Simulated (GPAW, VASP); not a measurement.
This is a calculation of PbSe (Clausthalite) for GPAW 26.7.0 (ASE script). 

run.py

```python
from ase.dft.bandgap import bandgap
from ase.io import read, write
from ase.units import GPa
from gpaw import GPAW, PW

atoms = read('PbSe.xyz')

calc = GPAW(mode=PW(600),
            xc='PBE',
            kpts={'size': (8, 8, 8), 'gamma': True},
            occupations={'name': 'methfessel-paxton', 'order': 0, 'width': 0.019000000000000003},
            nbands=19,
            convergence={'density': 1e-05, 'energy': 1e-05},
            maxiter=150,
            txt='gpaw.txt')
atoms.calc = calc
energy = atoms.get_potential_energy()
forces = atoms.get_forces()
stress = atoms.get_stress()
calc.write('gs.gpw')
write('result.traj', atoms)
print(f'Energy: {energy:.6f} eV')
print('Forces (eV/A):')
print(forces.round(4))
print('Stress (GPa):', (stress / GPa).round(3))
print('Fermi level:', round(calc.get_fermi_level(), 4), 'eV')
print(f'Gap: {bandgap(calc)[0]:.4f} eV, direct: {bandgap(calc, direct=True)[0]:.4f} eV')
```

The input PbSe.xyz:

```xyz
2
Lattice="0.0000000000 3.0606500000 3.0606500000 3.0606500000 0.0000000000 3.0606500000 3.0606500000 3.0606500000 0.0000000000" Properties=species:S:1:pos:R:3 pbc="T T T"
Pb     0.0000000000      0.0000000000      0.0000000000
Se     3.0606500000      3.0606500000      3.0606500000
```

Potentials or basis: GPAW PAW data sets (gpaw-data 1.2.1), pw.

Run with:

```bash
$ OMP_NUM_THREADS=1 python run.py
```

Problem. Set up the same calculation for VASP 6.6.1. Potentials or basis there: PBE PAW files Pb_d, Se, 520 eV.

Solution. As run (cutoffs and basis follow the program's own potentials, and thresholds, step limits or extra output files can differ):

Contents of INCAR:

```
PREC     = Accurate       # precision mode
ENCUT    = 520            # plane-wave cutoff, eV
EDIFF    = 1E-7           # SCF threshold, eV
ISMEAR   = 0              # smearing method
SIGMA    = 0.019000000000000003 # smearing width, eV
LREAL    = F              # projectors in reciprocal space
LASPH    = T              # aspherical terms in the spheres
NELM     = 80             # most SCF steps
ALGO     = Normal         # electronic algorithm
ISIF     = 2              # what is computed and relaxed
LWAVE    = F              # write WAVECAR
LCHARG   = F              # write CHGCAR
GGA      = PE             # functional
```

File KPOINTS:

```
regular mesh
0
Gamma
  8 8 8
```

POSCAR

```
PbSe
1.0
    0.0000000000      3.0606500000      3.0606500000
    3.0606500000      0.0000000000      3.0606500000
    3.0606500000      3.0606500000      0.0000000000
Pb Se
1 1
Direct
    0.0000000000      0.0000000000      0.0000000000
    0.5000000000      0.5000000000      0.5000000000
```

Potentials or basis: VASP PAW PBE potentials, release 64 (Pb_d, Se).

Run with:

```bash
$ cat potpaw_PBE.64/Pb_d/POTCAR potpaw_PBE.64/Se/POTCAR > POTCAR
$ mpirun -np 1 vasp_std > vasp.out
```

Both were run:

|  | GPAW | VASP |
| --- | --- | --- |
| Pressure | 2.2 GPa | 2.4 GPa |

Pressure is positive in compression.
